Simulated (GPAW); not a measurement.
## Pb: single point with PBE

Pb:

```
Pb
1.0
     0.00000    3.43900    3.43900
     3.43900    0.00000    3.43900
     3.43900    3.43900    0.00000
Pb
2
Direct
  0.25000 0.25000 0.25000
  0.00000 0.00000 0.00000
```

This isn't the form of Pb at room conditions, which is fcc.

```json
{
 "Program": "GPAW 26.7.0",
 "Task": "single point",
 "Functional": "PBE",
 "Potentials or basis": "GPAW PAW data sets (gpaw-data 1.2.1)",
 "Cutoff": "600 eV",
 "Basis": "pw",
 "k mesh": "7 × 7 × 7",
 "Occupations": "gaussian, width 0.1 eV",
 "Spin": "no spin polarisation",
 "Maxiter": "150"
}
```

* Pressure: 2.1 GPa
* Band gap on the k mesh: none (metal or under the smearing width)

Levels at points of the mesh, in eV from the Fermi level:
```
           k point  band 12  band 13  band 14  band 15  band 16  band 17
(0.00, 0.00, 0.00)    -3.79     0.39     0.39     0.39     2.41     2.41
```

It took 14 s on 1 thread of Intel(R) Xeon(R) Platinum 8559C (Emerald Rapids), on a shared host, peak memory 0.18 GiB.

The run has no spin-orbit coupling, so splittings on Pb are missing.
